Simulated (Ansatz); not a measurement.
CuAu:

```
Au Cu
1.0
     1.44306    0.83315    4.25617
    -1.44306    0.83315    4.25617
     0.00000   -1.66630    4.25617
Au Cu
1 1
Direct
  0.00000 0.00000 0.00000
  0.50000 0.50000 0.50000
```

The cell comes from a database or a generator and needn't be the stable form of this composition.

```yaml
Program: Ansatz 0.2.0
Task: relaxation of cell and atoms
Functional: HSEsol
Potentials_or_basis: Ansatz PAW
Cutoff: "420 eV (not typed: the program's choice for these potentials)"
k_mesh: 6 × 6 × 6
Occupations: fermi-dirac, width 0.05 eV
Spin: no spin polarisation
```

At the start: volume 15.35 Å³/atom.

Problem. How do energy, volume and symmetry change on relaxing?

Solution. It ends after 7 steps and the volume is 14.62 Å³/atom (-4.8 %); space group R-3m (No. 166, to 0.05 Å).

The path:
```
step  energy change (eV)  largest force (eV/Å)  volume (Å³)
   1              0.0000                0.0000        30.70
   2             -0.0304                0.0000        28.57
   3             -0.0415                0.0000        29.25
   4             -0.0449                0.0000        29.30
   5             -0.0455                0.0000        29.24
   6             -0.0455                0.0000        29.24
   7             -0.0431                0.0000        29.24
```

Final structure:
```xyz
2
Lattice="1.4381 0.8303 4.0811 -1.4381 0.8303 4.0811 0.0000 -1.6606 4.0811" Properties=species:S:1:pos:R:3 pbc="T T T"
Au    0.0000    0.0000    0.0000
Cu    0.0000    0.0000    6.1217
```

Caveat: the k mesh is coarse (spacing up to 0.43 Å⁻¹), so the values aren't converged, least of all with exact exchange; the plane-wave basis is chosen anew once the cell has moved, so the energies of steps on either side of that aren't comparable; the PAW data sets come from PBE, with cores solved anew for the run's functional, which leaves a small shift of forces and pressure.
